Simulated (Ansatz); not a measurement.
Band structure of NaH

```
Na H
1.0
     0.00000    2.41556    2.41556
     2.41556    0.00000    2.41556
     2.41556    2.41556    0.00000
Na H
1 1
Direct
  0.00000 0.00000 0.00000
  0.50000 0.50000 0.50000
```

Atom numbers follow the list: Na1, H2.

Conventional cell: a = 4.831 Å, b = 4.831 Å, c = 4.831 Å, α = 90.00°, β = 90.00°, γ = 90.00°. Around Na (atom 1) lie 6 H at 2.42 Å. H (atom 2) has 6 Na at 2.42 Å as nearest neighbours.

The cell was built from the rocksalt type and relaxed in the same program, and has space group Fm-3m; it needn't be a known or the stable phase.

Computed with DFT, PBE, all-electron LAPW, scalar-relativistic in Ansatz 0.2.0.

Sampling and basis: a Γ-centred 12×12×12 k mesh, Fermi–Dirac smearing of 0.08 eV, basis error target 0.5 meV/atom, no spin polarisation.

Points in fractions of the reciprocal vectors of this cell: Γ (0, 0, 0), X (0.5, 0, 0.5), U (0.625, 0.25, 0.625), K (0.375, 0.375, 0.75), L (0.5, 0.5, 0.5), W (0.5, 0.25, 0.75). The path joins them by straight lines in the order Γ–X–U–K–Γ–L–W–X; legs that retrace an earlier one aren't tabulated. Energies are in eV from the top of the valence band.

Q: Metal or insulator at this level of theory?

A: An insulator or semiconductor: gap 3.76 eV, indirect from W (0.5, 0.25, 0.75) to L (0.5, 0.5, 0.5).

Q: Tabulate bands 1 to 7, counted from the lowest band of the run, along the path.

A: 
```tsv
k (1/Å)	point	band 1	band 2	band 3	band 4	band 5	band 6	band 7
0.00	Γ	-50.23	-22.11	-22.11	-22.11	-3.61	10.43	15.61
0.33		-50.23	-22.12	-22.12	-22.12	-3.26	9.44	13.58
0.65		-50.23	-22.15	-22.13	-22.13	-2.27	7.49	11.63
0.98		-50.22	-22.18	-22.14	-22.14	-0.95	5.59	10.44
1.30	X	-50.22	-22.19	-22.14	-22.14	-0.18	4.64	10.04
1.42		-50.22	-22.19	-22.14	-22.14	-0.16	4.68	9.22
1.53		-50.22	-22.19	-22.15	-22.14	-0.13	4.81	8.13
1.65		-50.22	-22.19	-22.16	-22.14	-0.10	5.03	7.15
1.76	U	-50.22	-22.18	-22.16	-22.14	-0.11	5.33	6.36
1.96		-50.22	-22.18	-22.16	-22.14	-0.14	5.44	6.31
2.16		-50.22	-22.18	-22.16	-22.14	-0.16	5.41	6.52
2.36		-50.22	-22.18	-22.16	-22.14	-0.14	5.44	6.31
2.56	K	-50.22	-22.18	-22.16	-22.14	-0.11	5.33	6.36
2.90		-50.22	-22.18	-22.16	-22.13	-0.76	5.58	6.78
3.25		-50.23	-22.16	-22.13	-22.12	-2.12	6.98	9.06
3.59		-50.23	-22.13	-22.12	-22.11	-3.21	9.23	12.18
3.94	Γ	-50.23	-22.11	-22.11	-22.11	-3.61	10.43	15.61
4.22		-50.23	-22.12	-22.11	-22.11	-3.34	9.55	13.00
4.50		-50.23	-22.16	-22.12	-22.12	-2.58	7.23	11.53
4.78		-50.22	-22.19	-22.12	-22.12	-1.52	4.88	10.95
5.06	L	-50.22	-22.20	-22.12	-22.12	-0.86	3.76	10.79
5.29		-50.22	-22.20	-22.13	-22.12	-0.76	3.97	9.57
5.52		-50.22	-22.19	-22.15	-22.13	-0.48	4.55	7.82
5.75		-50.22	-22.18	-22.16	-22.14	-0.16	5.41	6.52
5.98	W	-50.22	-22.17	-22.17	-22.14	0.00	6.03	6.03
6.14		-50.22	-22.18	-22.16	-22.14	-0.03	5.42	6.83
6.31		-50.22	-22.19	-22.15	-22.14	-0.09	4.98	7.80
6.47		-50.22	-22.19	-22.14	-22.14	-0.15	4.72	8.96
6.63	X	-50.22	-22.19	-22.14	-22.14	-0.18	4.64	10.04
```
